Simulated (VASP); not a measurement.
# Al2O3 (P-6m2) in VASP: a series of runs, part 2 of 2

VASP 6.6.1.

### Step 3. Single point, LDA

This run uses another cell than the first one, of the same volume but with other edges.

INCAR

```
SYSTEM = Al2O3
ALGO     = Normal         ! electronic algorithm
EDIFF    = 1E-6           ! SCF threshold, eV
ENCUT    = 520            ! plane-wave cutoff, eV
GGA      = CA             ! functional
ISIF     = 2              ! what is computed and relaxed
ISMEAR   = 0              ! smearing method
LASPH    = .TRUE.         ! aspherical terms in the spheres
LCHARG   = .TRUE.         ! write CHGCAR
LELF     = .TRUE.         ! ELF
LREAL    = .FALSE.        ! projectors in reciprocal space
LVHAR    = .TRUE.       
LWAVE    = .FALSE.        ! write WAVECAR
NBANDS   = 20             ! bands
NELM     = 100            ! most SCF steps
PREC     = Accurate       ! precision mode
SIGMA    = 0.05           ! smearing width, eV
```

KPOINTS

```
k-points
0
G
  12 12 4
  0 0 0
```

POSCAR

```
Al2O3
1.0
    2.9238411594      0.0000000000      0.0000000000
   -1.4619205797      2.5321207207      0.0000000000
    0.0000000000      0.0000000000      9.0860842574
Al O
2 3
Direct
    0.0000000000      0.0000000000      0.1499923300
    0.0000000000      0.0000000000      0.8500076700
    0.3333333333      0.6666666667      0.2223169200
    0.6666666667      0.3333333333      0.0000000000
    0.3333333333      0.6666666667      0.7776830800
```

Potentials or basis: VASP PAW LDA potentials, release 64 (Al, O).

The run is started by

```console
> cat potpaw_LDA.64/Al/POTCAR potpaw_LDA.64/O/POTCAR > POTCAR
> mpirun -np 1 vasp_std > vasp.out
```

OUTCAR:

```text
SYSTEM = Al2O3
   EDIFF = 1E-6
   ENCUT = 520
   GGA = CA
   ISIF = 2
   ISMEAR = 0
   LASPH = .TRUE.
   LREAL = .FALSE.
   NELM = 100
   PREC = Accurate

 ion  position               nearest neighbor table
   1  0.000  0.000  0.150-   3 1.81   3 1.81   3 1.81   4 2.17   4 2.17   4 2.17   2 2.73
   2  0.000  0.000  0.850-   5 1.81   5 1.81   5 1.81   4 2.17   4 2.17   4 2.17   1 2.73
   3  0.333  0.667  0.222-   1 1.81   1 1.81   1 1.81
   4  0.667  0.333  0.000-   1 2.17   2 2.17   1 2.17   2 2.17   1 2.17   2 2.17
   5  0.333  0.667  0.778-   2 1.81   2 1.81   2 1.81

  LATTYP: Found a hexagonal cell.
 ALAT       =     2.9238411594
 C/A-ratio  =     3.1075847702

  Lattice vectors:

 A1 = (   2.9238411594,   0.0000000000,   0.0000000000)
 A2 = (  -1.4619205797,   2.5321207207,   0.0000000000)
 A3 = (   0.0000000000,   0.0000000000,   9.0860842574)

Analysis of symmetry for initial positions (statically):
=====================================================================
 Subroutine PRICEL returns:
 Original cell was already a primitive cell.

 Routine SETGRP: Setting up the symmetry group for a
 hexagonal supercell.

 Subroutine GETGRP returns: Found 12 space group operations
 (whereof 12 operations were pure point group operations)
 out of a pool of 24 trial point group operations.

The static configuration has the point symmetry D_3h.

Analysis of symmetry for dynamics (positions and initial velocities):
=====================================================================
 Subroutine PRICEL returns:
 Original cell was already a primitive cell.

 Routine SETGRP: Setting up the symmetry group for a
 hexagonal supercell.

[... 126 lines left out ...]
   EFERMI_NEDOS =   21; number of points for ismear=-14 and -15
   IALGO  =     38    algorithm
   IMIX   =      4    mixing-type and parameters
     AMIX     =   0.40;   BMIX     =  1.00
     AMIX_MAG =   1.60;   BMIX_MAG =  1.00
  volume/ion in A,a.u.               =      13.45        90.79
  Fermi-wavevector in a.u.,A,eV,Ry     =   1.161111  2.194181 18.343074  1.348178
  Thomas-Fermi vector in A             =   2.297686
   LORBIT       =      0    0 simple, 1 ext, 2 COOP (PROOUT), +10 PAW based schemes
   GGA     = CA    functional components
   LHFCALC =     F    Hartree Fock is set to
   AEXX    =    0.0000 exact exchange contribution
   IVDW    =     0    specifies the selected vdW correction
   LEPSILON=     F    determine dielectric tensor
   LRPA    =     F    only Hartree local field effects (RPA)
 non-spin polarized calculation
 Gauss-broadening in eV      SIGMA  =   0.05
  energy-cutoff  :      520.00
  volume of cell :       67.27
 maximum number of plane-waves:      1858
 NGX is ok and might be reduce to    24

 number of electron      23.9999994 magnetization

 Free energy of the ion-electron system (eV)
  ---------------------------------------------------
  ext. energy  EPLUGINS =         0.00000000
  ---------------------------------------------------
  free energy    TOTEN  =       -40.01469625 eV

  energy without entropy =      -40.01469625  energy(sigma->0) =      -40.01469625

 E-fermi :   1.0062     XC(G=0):  -8.9551

 val. band max:        0.7336083944   @ k =   0.1667  -0.0000   0.0000
 cond. band min:       5.0817797489   @ k =   0.0000   0.0000   0.0000
 fundamental gap:      4.3481713545
 Fermi energy:         1.0061913112

 k-point     1 :       0.0000    0.0000    0.0000
  band No.  band energies     occupation
      1     -17.8480      2.00000
      2     -16.5979      2.00000
      3     -15.4142      2.00000
      4      -4.1783      2.00000
      5      -1.3245      2.00000
      6      -0.9857      2.00000
[... 541 lines left out ...]
     19      13.0915      0.00000
     20      14.2364      0.00000

 [... further k-points ...]

------------------------ aborting loop because EDIFF is reached ----------------------------------------

  FORCE on cell =-STRESS in cart. coord.  units (eV):
  Direction    XX          YY          ZZ          XY          YZ          ZX
  --------------------------------------------------------------------------------------
  -------------------------------------------------------------------------------------
  Total       -5.0715046     -5.0715046     -0.2109609      0.0000000     -0.0000000      0.0000000
  in kB     -120.7904112   -120.7904112     -5.0245559      0.0000000     -0.0000000      0.0000000
  external PRESSURE =     -82.2017928 kB  Pullay stress =       0.0000000 kB

 VOLUME and BASIS-vectors are now :
 -----------------------------------------------------------------------------
  energy-cutoff  :      520.00
  volume of cell :       67.27
      direct lattice vectors                 reciprocal lattice vectors
     2.923841159  0.000000000  0.000000000     0.342015843  0.197462939  0.000000000
    -1.461920580  2.532120721  0.000000000     0.000000000  0.394925878  0.000000000
     0.000000000  0.000000000  9.086084257     0.000000000  0.000000000  0.110058411

 POSITION                                       TOTAL-FORCE (eV/Angst)
 -----------------------------------------------------------------------------------
      0.00000      0.00000      1.36284         0.000000     -0.000000      0.590949
      0.00000      0.00000      7.72324         0.000000     -0.000000     -0.590949
     -0.00000      1.68808      2.01999        -0.000000      0.000000     -0.429576
      1.46192      0.84404      0.00000        -0.000000      0.000000      0.000000
     -0.00000      1.68808      7.06609        -0.000000      0.000000      0.429576
 -----------------------------------------------------------------------------------
    total drift:                                0.000000     -0.000000      0.000000

  FREE ENERGIE OF THE ION-ELECTRON SYSTEM (eV)
  ---------------------------------------------------
  free  energy   TOTEN  =       -40.0146962516 eV

  energy  without entropy=      -40.0146962516  energy(sigma->0) =      -40.01469625
```

Run time: 40 s. Hardware: 1 thread of Intel Xeon Platinum 8559C (Emerald Rapids), shared host; peak memory 0.19 GiB.

Results:

* Free energy: -40.0147 eV
* Pressure: -8.2 GPa
* Largest force: 0.591 eV/Å
* Band gap on the k mesh: 4.35 eV, indirect (least direct gap 4.59 eV)

Forces on the atoms (eV/Å):
```
Al   0.000  0.000  0.591
Al   0.000  0.000 -0.591
O    0.000  0.000 -0.430
O    0.000  0.000  0.000
O    0.000  0.000  0.430
```

Stress tensor (GPa, compression positive):
```
-12.08   0.00   0.00
  0.00 -12.08   0.00
  0.00   0.00  -0.50
```
